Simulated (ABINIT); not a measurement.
A run of ABINIT 10.8.3 (patched build) is set up as follows.

Contents of run.abi:

```
# Datasets: one volume each
ndtset 7
getwfk -1
scalecart1 3*0.9795861087
scalecart2 3*0.9864848297
scalecart3 3*0.9932883884
scalecart4 3*1.0000000000
scalecart5 3*1.0066227096
scalecart6 3*1.0131594038
scalecart7 3*1.0196128224

# Pseudopotentials
pp_dirpath "./"
pseudos "N.GGA_PBE-JTH.xml, B.GGA_PBE-JTH.xml"

# Structure
acell 3*1.0 Angstrom
rprim
     0.0000000000     1.8130010000     1.8130010000
     1.8130010000     0.0000000000     1.8130010000
     1.8130010000     1.8130010000     0.0000000000
ntypat 2
znucl 7 5
natom 2
typat 1 2
xred
     0.2500000000     0.2500000000     0.2500000000
     0.0000000000     0.0000000000     0.0000000000

# Plane-wave basis
ecut 707.496042 eV
pawecutdg 48.0

# k points
kptopt 1
ngkpt 13 13 13
nshiftk 1
shiftk 0.0 0.0 0.0

# Exchange and correlation
ixc 14
vdw_xc 7

# Bands and occupations
nband 8
occopt 3
tsmear 0.00183747

# SCF cycle
nstep 100
tolvrs 1.0e-9

# Output
iomode 3
prtwf 1
prtden 0
prteig 0
prtebands 0
```

Potentials or basis: JTH PAW PBE v2.0.

Launch:

```bash
$ abinit run.abi > log 2>&1
```

Question: What does it give for the equilibrium volume?

Answer: 5.84 Å³/atom.

Question: Predict the bulk modulus.

Answer: 382 GPa.

Question: Predict the pressure derivative of the bulk modulus.

Answer: 3.7.

Energy against volume, from the lowest point:
| volume (Å³/atom) | energy (meV/atom) |
| --- | --- |
| 5.602 | 12.36 |
| 5.721 | 3.03 |
| 5.840 | 0.00 |
| 5.959 | 2.86 |
| 6.078 | 10.95 |
| 6.198 | 23.85 |
| 6.317 | 41.07 |

Caveat: pressures at fixed basis lie under the slope of the energies; the PAW data sets were made with another functional, which shifts forces and pressure a little; the atomic spheres overlap.

**The experiment to reproduce.**

“Effect of nanostructuration on compressibility of cubic BN”, 2012, arxiv:1208.3664 quotes, for a bulk crystal of BN at 300 K: bulk modulus 395 ± 2 GPa.

Measured bulk modulus of BN: 395 GPa (300 K; quoted in “Effect of nanostructuration on compressibility of cubic BN”, 2012, arxiv:1208.3664). This calculation gives 382 GPa (-3.3 %). The fit is for a static lattice scaled at fixed shape and fixed fractional positions.
